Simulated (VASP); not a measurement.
# KCl (Fm-3m) in VASP: single point with r2SCAN

Aim: the single point of KCl with r2SCAN.

Everything below comes from runs of VASP 6.6.1. Logs are shortened: lines on timing, memory, paths and dates and some standing lists are left out, and cuts for length are marked.

**What was measured.**

A printed reference work, monograph reports, for a bulk crystal of KCl: band gap 8.68 eV.

The runs below are set against these values where they give the same quantity.

## (1) The cell of the first run

The structure is cubic, space group Fm-3m (No. 225). The conventional cell has a = 6.293 Å, b = 6.293 Å, c = 6.293 Å, α = 90.00°, β = 90.00°, γ = 90.00°. Within 4.1 Å of K (site symmetry m-3m) lie 6 Cl at 3.15 Å. Cl (site symmetry m-3m) has 6 K at 3.15 Å within 4.1 Å.

## (2) Single point, r2SCAN

Input file POSCAR:

```
KCl
1.0
    0.0000000000      3.1464700000      3.1464700000
    3.1464700000      0.0000000000      3.1464700000
    3.1464700000      3.1464700000      0.0000000000
K Cl
1 1
Direct
    0.0000000000      0.0000000000      0.0000000000
    0.5000000000      0.5000000000      0.5000000000
```

Input file INCAR.step1:

```
PREC = Accurate
ENCUT = 520
ISMEAR = 0
SIGMA = 0.01
LREAL = F
LASPH = T
NELM = 60
ISYM = 0
NBANDS = 15
GGA = PE
ALGO = Normal
EDIFF = 1E-4
LWAVE = T
LCHARG = F
```

Input file INCAR.step2:

```
PREC = Accurate
ENCUT = 520
EDIFF = 1E-6
ISMEAR = 0
SIGMA = 0.01
LREAL = F
LASPH = T
NELM = 60
ALGO = Normal
ISIF = 2
LWAVE = F
LCHARG = F
METAGGA = R2SCAN
LMIXTAU = T
ISYM = 0
NBANDS = 15
ISTART = 1
```

Input file KPOINTS:

```
Automatic mesh
0
Gamma
  6 6 6
  0.5 0.5 0.5
```

Potentials or basis: VASP PAW PBE potentials, release 64 (K_sv, Cl).

The run is started by

```
$ cat potpaw_PBE.64/K_sv/POTCAR potpaw_PBE.64/Cl/POTCAR > POTCAR
$ cp INCAR.step1 INCAR
$ mpirun -np 1 vasp_std > vasp.out
$ cp INCAR.step2 INCAR
$ mpirun -np 1 vasp_std > vasp.out
```

OUTCAR:

```text
PREC = Accurate
   ENCUT = 520
   EDIFF = 1E-6
   ISMEAR = 0
   LREAL = F
   LASPH = T
   NELM = 60
   ISIF = 2
   METAGGA = R2SCAN
   ISYM = 0
   ISTART = 1

 ion  position               nearest neighbor table
   1  0.000  0.000  0.000-   2 3.15   2 3.15   2 3.15   2 3.15   2 3.15   2 3.15
   2  0.500  0.500  0.500-   1 3.15   1 3.15   1 3.15   1 3.15   1 3.15   1 3.15

IMPORTANT INFORMATION: All symmetrisations will be switched off!
NOSYMM: (Re-)initialisation of all symmetry stuff for point group C_1.

----------------------------------------------------------------------------------------

                                     Primitive cell

  volume of cell :      62.3018

  direct lattice vectors                    reciprocal lattice vectors
     0.000000000  3.146470000  3.146470000    -0.158908237  0.158908237  0.158908237
     3.146470000  0.000000000  3.146470000     0.158908237 -0.158908237  0.158908237
     3.146470000  3.146470000  0.000000000     0.158908237  0.158908237 -0.158908237

  length of vectors
     4.449780548  4.449780548  4.449780548     0.275237140  0.275237140  0.275237140

  position of ions in fractional coordinates (direct lattice)
     0.000000000  0.000000000  0.000000000
     0.500000000  0.500000000  0.500000000

  ion indices of the primitive-cell ions
   primitive index   ion index
                 1           1
                 2           2

----------------------------------------------------------------------------------------

 KPOINTS: Automatic mesh

Automatic generation of k-mesh.
 Grid dimensions read from file:
 generate k-points for:    6    6    6

 Generating k-lattice:

  Cartesian coordinates                     Fractional coordinates (reciprocal lattice)
    -0.026484706  0.026484706  0.026484706     0.166666667  0.000000000  0.000000000
     0.026484706 -0.026484706  0.026484706     0.000000000  0.166666667  0.000000000
     0.026484706  0.026484706 -0.026484706     0.000000000  0.000000000  0.166666667

  Length of vectors
     0.045872857  0.045872857  0.045872857

  Shift w.r.t. Gamma in fractional coordinates (k-lattice)
     0.500000000  0.500000000  0.500000000

 Subroutine IBZKPT returns following result:
 ===========================================

 Found    432 irreducible k-points:

 Following reciprocal coordinates:
            Coordinates               Weight
  0.083333  0.083333  0.083333      2.000000
  0.083333  0.000000  0.000000      2.000000
  0.000000  0.000000 -0.083333      2.000000
  0.000000  0.083333  0.000000      2.000000
  0.250000  0.083333  0.083333      2.000000
  0.083333  0.250000  0.083333      2.000000
[... 16 lines left out ...]
  0.000000  0.333333 -0.083333      2.000000
  0.333333  0.000000 -0.083333      2.000000
 [... further k-points ...]
   k-points           NKPTS =    432   k-points in BZ     NKDIM =    432   number of bands    NBANDS=     15
   number of dos      NEDOS =    301   number of ions     NIONS =      2
   total plane-waves  NPLWV =  46656
   dimension x,y,z NGX =    36 NGY =   36 NGZ =   36
   dimension x,y,z NGXF=    72 NGYF=   72 NGZF=   72
   ions per type =               1   1
   NGX,Y,Z   is equivalent  to a cutoff of  13.45, 13.45, 13.45 a.u.
   NGXF,Y,Z  is equivalent  to a cutoff of  26.90, 26.90, 26.90 a.u.
 SYSTEM =  unknown system
   PREC   = accura    normal or accurate (medium, high low for compatibility)
   ISTART =      1    job   : 0-new  1-cont  2-samecut
   ICHARG =      0    charge: 1-file 2-atom 10-const
   ISPIN  =      1    spin polarized calculation?
   LNONCOLLINEAR =      F non collinear calculations
   LSORBIT =      F    spin-orbit coupling
   LASPH  =      T    aspherical Exc in radial PAW
   ENCUT  =  520.0 eV  38.22 Ry    6.18 a.u.   8.27  8.27  8.27*2*pi/ulx,y,z
   NELM   =     60;   NELMIN=  2; NELMDL=  0     # of ELM steps
   EDIFF  = 0.1E-05   stopping-criterion for ELM
   LREAL  =      F    real-space projection
   EDIFFG = 0.1E-04   stopping-criterion for IOM
   NSW    =      0    number of steps for IOM
   IBRION =     -1    ionic relax: 0-MD 1-quasi-New 2-CG
   NFREE  =      0    steps in history (QN), initial steepest desc. (CG)
   ISIF   =      2    stress and relaxation
   ISYM   =      0    0-nonsym 1-usesym 2-fastsym
   POTIM  = 0.5000    time-step for ionic-motion
   TEBEG  =    0.0;   TEEND  =   0.0 temperature during run
   PSTRESS=    0.0 pullay stress
   NELECT =      16.0000    total number of electrons
   NUPDOWN=      -1.0000    fix difference up-down
   EMIN   =  10.00;   EMAX   =-10.00  energy-range for DOS
   EFERMI =   0.00;   METHOD = LEGACY
   ISMEAR =     0;   SIGMA  =   0.01  broadening in eV -4-tet -1-fermi 0-gaus
   EFERMI_NEDOS =   21; number of points for ismear=-14 and -15
   IALGO  =     38    algorithm
   IMIX   =      4    mixing-type and parameters
     AMIX     =   0.40;   BMIX     =  1.00
     AMIX_MAG =   1.60;   BMIX_MAG =  1.00
  volume/ion in A,a.u.               =      31.15       210.22
  Fermi-wavevector in a.u.,A,eV,Ry     =   1.040594  1.966437 14.732871  1.082835
  Thomas-Fermi vector in A             =   2.175177
   LORBIT       =      0    0 simple, 1 ext, 2 COOP (PROOUT), +10 PAW based schemes
   METAGGA = R2SCAN    functional components
   LHFCALC =     F    Hartree Fock is set to
   AEXX    =    0.0000 exact exchange contribution
   IVDW    =     0    specifies the selected vdW correction
   LEPSILON=     F    determine dielectric tensor
   LRPA    =     F    only Hartree local field effects (RPA)
 non-spin polarized calculation
 Gauss-broadening in eV      SIGMA  =   0.01
  energy-cutoff  :      520.00
  volume of cell :       62.30
 maximum number of plane-waves:      1691
 NGX is ok and might be reduce to    36
   NGX = 17   NGY = 17   NGZ = 17

 number of electron      16.0000001 magnetization

 Free energy of the ion-electron system (eV)
  ---------------------------------------------------
  ext. energy  EPLUGINS =         0.00000000
  ---------------------------------------------------
  free energy    TOTEN  =       -16.50651454 eV

  energy without entropy =      -16.50651454  energy(sigma->0) =      -16.50651454

 E-fermi :  -2.2243     XC(G=0):  -7.9534

 val. band max:       -2.2870606962   @ k =   0.0833   0.0833   0.0833
 cond. band min:       3.7373014506   @ k =   0.0833   0.0833   0.0833
 fundamental gap:      6.0243621468
 Fermi energy:        -2.2243198931

 k-point     1 :       0.0833    0.0833    0.0833
  band No.  band energies     occupation
      1     -30.5322      2.00000
      2     -14.9463      2.00000
      3     -13.2247      2.00000
      4     -13.2247      2.00000
      5     -13.2082      2.00000
      6      -2.3506      2.00000
      7      -2.2871      2.00000
      8      -2.2871      2.00000
      9       3.7373      0.00000
     10       6.6925      0.00000
     11       6.8612      0.00000
     12       6.8612      0.00000
     13       7.9114      0.00000
     14       7.9114      0.00000
     15      11.4073      0.00000

 k-point     2 :       0.0833    0.0000    0.0000
  band No.  band energies     occupation
      1     -30.5322      2.00000
      2     -14.9463      2.00000
      3     -13.2247      2.00000
      4     -13.2247      2.00000
      5     -13.2082      2.00000
      6      -2.3506      2.00000
      7      -2.2871      2.00000
      8      -2.2871      2.00000
      9       3.7373      0.00000
     10       6.6925      0.00000
     11       6.8612      0.00000
     12       6.8612      0.00000
     13       7.9114      0.00000
     14       7.9114      0.00000
     15      11.4073      0.00000

 k-point     3 :       0.0000    0.0000   -0.0833
  band No.  band energies     occupation
      1     -30.5322      2.00000
      2     -14.9463      2.00000
      3     -13.2247      2.00000
      4     -13.2247      2.00000
      5     -13.2082      2.00000
      6      -2.3506      2.00000
      7      -2.2871      2.00000
      8      -2.2871      2.00000
      9       3.7373      0.00000
     10       6.6925      0.00000
     11       6.8612      0.00000
     12       6.8612      0.00000
     13       7.9114      0.00000
     14       7.9114      0.00000
     15      11.4073      0.00000

 k-point     4 :       0.0000    0.0833    0.0000
  band No.  band energies     occupation
      1     -30.5322      2.00000
      2     -14.9463      2.00000
      3     -13.2247      2.00000
      4     -13.2247      2.00000
      5     -13.2082      2.00000
      6      -2.3506      2.00000
      7      -2.2871      2.00000
      8      -2.2871      2.00000
      9       3.7373      0.00000
     10       6.6925      0.00000
     11       6.8612      0.00000
     12       6.8612      0.00000
     13       7.9114      0.00000
     14       7.9114      0.00000
     15      11.4073      0.00000
[... 307 lines left out ...]
 k-point    22 :       0.0833   -0.3333    0.0000
  band No.  band energies     occupation
      1     -30.5240      2.00000
      2     -15.0599      2.00000
      3     -13.2434      2.00000
      4     -13.2288      2.00000
      5     -13.0478      2.00000
      6      -3.1365      2.00000
      7      -2.5470      2.00000
      8      -2.5308      2.00000
      9       5.6213      0.00000
     10       6.6055      0.00000
     11       8.1747      0.00000
     12       8.6226      0.00000
     13       9.0270      0.00000
     14       9.6379      0.00000
     15      11.0585      0.00000

 k-point    23 :       0.0000    0.3333   -0.0833
  band No.  band energies     occupation
      1     -30.5240      2.00000
      2     -15.0599      2.00000
      3     -13.2434      2.00000
      4     -13.2288      2.00000
      5     -13.0478      2.00000
      6      -3.1365      2.00000
      7      -2.5470      2.00000
      8      -2.5308      2.00000
      9       5.6213      0.00000
     10       6.6055      0.00000
     11       8.1747      0.00000
     12       8.6226      0.00000
     13       9.0270      0.00000
     14       9.6379      0.00000
     15      11.0585      0.00000

 k-point    24 :       0.3333    0.0000   -0.0833
  band No.  band energies     occupation
      1     -30.5240      2.00000
      2     -15.0599      2.00000
      3     -13.2434      2.00000
      4     -13.2288      2.00000
      5     -13.0478      2.00000
      6      -3.1365      2.00000
      7      -2.5470      2.00000
      8      -2.5308      2.00000
      9       5.6213      0.00000
     10       6.6055      0.00000
     11       8.1747      0.00000
     12       8.6226      0.00000
     13       9.0270      0.00000
     14       9.6379      0.00000
     15      11.0585      0.00000

 [... further k-points ...]
[... 5 lines left out ...]
  --------------------------------------------------------------------------------------
  -------------------------------------------------------------------------------------
  Total       -0.0099885     -0.0099884     -0.0099885      0.0000171      0.0000170      0.0000170
  in kB       -0.2568688     -0.2568662     -0.2568692      0.0004386      0.0004384      0.0004364
  external PRESSURE =      -0.2568681 kB  Pullay stress =       0.0000000 kB

 VOLUME and BASIS-vectors are now :
 -----------------------------------------------------------------------------
  energy-cutoff  :      520.00
  volume of cell :       62.30
      direct lattice vectors                 reciprocal lattice vectors
     0.000000000  3.146470000  3.146470000    -0.158908237  0.158908237  0.158908237
     3.146470000  0.000000000  3.146470000     0.158908237 -0.158908237  0.158908237
     3.146470000  3.146470000  0.000000000     0.158908237  0.158908237 -0.158908237

 POSITION                                       TOTAL-FORCE (eV/Angst)
 -----------------------------------------------------------------------------------
      0.00000      0.00000      0.00000        -0.000000     -0.000000      0.000000
      3.14647      3.14647      3.14647         0.000000      0.000000     -0.000000
 -----------------------------------------------------------------------------------
    total drift:                                0.000000     -0.000000     -0.000000

  FREE ENERGIE OF THE ION-ELECTRON SYSTEM (eV)
  ---------------------------------------------------
  free  energy   TOTEN  =       -16.5065145358 eV

  energy  without entropy=      -16.5065145358  energy(sigma->0) =      -16.50651454
```

Run time: 21 min. Hardware: 1 thread of Intel Xeon Platinum 8259CL at 2.50GHz (Skylake/Cascade Lake), shared host; peak memory 0.5 GiB.

What came out:

| Quantity | Value |
| --- | --- |
| Free energy | -16.5065 eV |
| Pressure | 0.0 GPa |
| Band gap on the k mesh | 6.02 eV |

Caveat: the PAW data sets were made with another functional, which shifts forces and pressure a little; a shifted mesh leaves out Γ, where band edges can lie.

## (3) Against experiment

Step 2. A measured gap of KCl is 8.68 eV (a printed reference work, monograph); the calculated 6.02 eV misses it by -2.66 eV. The value is that of r2SCAN on a finite k mesh, which can miss the band edges, without temperature or zero-point motion.
